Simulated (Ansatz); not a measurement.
PtSe₂: computed DOS

```
Pt Se
1.0
     0.00000    3.14524    3.14524
     3.14524    0.00000    3.14524
     3.14524    3.14524    0.00000
Pt Se
1 2
Direct
  0.00000 0.00000 0.00000
  0.25000 0.25000 0.25000
  0.75000 0.75000 0.75000
```

The structure comes from a relaxation in the same program, started in the fluorite type, and has space group Fm-3m. Whether it is a known phase or the ground state wasn't checked.

Spin–orbit coupling is left out, though it moves levels of the heavy atoms by tenths of an eV or more.

All numbers below come from Ansatz 0.2.0, DFT, PBE, all-electron LAPW, scalar-relativistic.

Numerical set-up: a Γ-centred 10×10×10 k mesh, Fermi–Dirac smearing of 0.05 eV, basis error target 1 meV/atom, no spin polarisation.

States per eV and cell, averaged over 0.6 eV, from -8.2 to 6.0 eV, with energies (bin centres) from the Fermi level; empty bins are left out. The partial columns, the largest 4 alone, are projections on Löwdin-orthogonalised atomic shells (those that the program's projection atoms carry: the occupied ones and, for some elements, an empty d or f shell; other empty shells have no column), summed over atoms of an element. Weights on diffuse s and p shells depend on that basis and aren't pure angular character.

| E (eV) | total | Se 4p | Pt 5d | Pt 6s | Se 4s |
| --- | --- | --- | --- | --- | --- |
| -8.0 | 0.33 | 0.23 | 0.02 | 0.07 | 0.00 |
| -7.4 | 0.86 | 0.59 | 0.06 | 0.18 | 0.02 |
| -6.8 | 2.12 | 1.37 | 0.57 | 0.13 | 0.04 |
| -6.2 | 3.87 | 2.32 | 1.35 | 0.13 | 0.05 |
| -5.6 | 2.56 | 1.43 | 0.93 | 0.11 | 0.07 |
| -5.0 | 1.41 | 0.64 | 0.70 | 0.03 | 0.03 |
| -4.4 | 3.98 | 1.29 | 2.51 | 0.07 | 0.07 |
| -3.8 | 4.48 | 0.67 | 3.61 | 0.07 | 0.08 |
| -3.2 | 3.65 | 1.37 | 2.09 | 0.04 | 0.08 |
| -2.6 | 2.42 | 1.13 | 1.13 | 0.01 | 0.10 |
| -2.0 | 1.17 | 0.61 | 0.46 | 0.01 | 0.06 |
| -1.4 | 1.38 | 0.72 | 0.53 | 0.01 | 0.09 |
| -0.8 | 0.89 | 0.53 | 0.28 | 0.01 | 0.04 |
| -0.2 | 1.63 | 1.05 | 0.53 | 0.00 | 0.02 |
| 0.4 | 4.45 | 3.23 | 1.14 | 0.00 | 0.01 |
| 1.0 | 1.28 | 1.02 | 0.24 | 0.00 | 0.00 |
| 1.6 | 0.26 | 0.17 | 0.04 | 0.03 | 0.00 |
| 2.2 | 1.05 | 0.25 | 0.04 | 0.43 | 0.03 |
| 2.8 | 1.55 | 0.42 | 0.03 | 0.75 | 0.03 |
| 3.4 | 0.64 | 0.17 | 0.00 | 0.28 | 0.01 |
| 4.0 | 0.38 | 0.05 | 0.00 | 0.08 | 0.01 |
| 4.6 | 0.42 | 0.02 | 0.00 | 0.05 | 0.01 |
| 5.2 | 0.77 | 0.03 | 0.01 | 0.07 | 0.01 |
| 5.8 | 2.08 | 0.07 | 0.01 | 0.14 | 0.01 |
